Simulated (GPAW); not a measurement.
CdS (Greenockite):

```xyz
4
Lattice="4.1500 0.0000 0.0000 -2.0750 3.5940 0.0000 0.0000 0.0000 6.7370" Properties=species:S:1:pos:R:3 pbc="T T T"
Cd    2.0750    1.1980    3.3685
Cd    0.0000    2.3960    0.0000
S     2.0750    1.1980    5.8949
S     0.0000    2.3960    2.5264
```

- Program: GPAW 26.7.0
- Task: relaxation of cell and atoms
- Functional: PBEsol
- Dispersion: D3(BJ)
- Potentials or basis: PAW data sets generated in the run's folder for this functional
- Cutoff: 600 eV
- Basis: pw
- k mesh: 7 × 7 × 4
- Occupations: fermi-dirac, width 0.05 eV
- Spin: no spin polarisation

At the start: pressure -2.9 GPa; volume 25.12 Å³/atom.

Q: How do energy, volume and symmetry change on relaxing?

A: Over 6 steps the energy falls by 11.2 meV/atom and the volume is 23.94 Å³/atom (-4.7 %); space group P6_3mc (No. 186, to 0.05 Å).

Step by step:
```csv
step,energy change (eV),largest force (eV/Å),pressure (GPa),volume (Å³)
1,0.0000,0.0642,-2.91,100.48
2,-0.0087,0.0538,-2.65,99.99
3,-0.0443,0.0520,0.15,95.51
4,-0.0448,0.0354,-0.07,95.81
5,-0.0449,0.0256,-0.08,95.83
6,-0.0450,0.0017,-0.03,95.75
```

Final structure:
```yaml
crystal:
  lattice:
    - [4.08081, 0.00000, 0.00000]
    - [-2.04041, 3.53409, 0.00000]
    - [0.00000, 0.00000, 6.63911]
  atoms:
    - { symbol: Cd, position: [0.66667, 0.33333, 0.49924] }
    - { symbol: Cd, position: [0.33333, 0.66667, 0.99924] }
    - { symbol: S, position: [0.66667, 0.33333, 0.87576] }
    - { symbol: S, position: [0.33333, 0.66667, 0.37576] }
```

Caveat: later steps reuse the first step's grids.
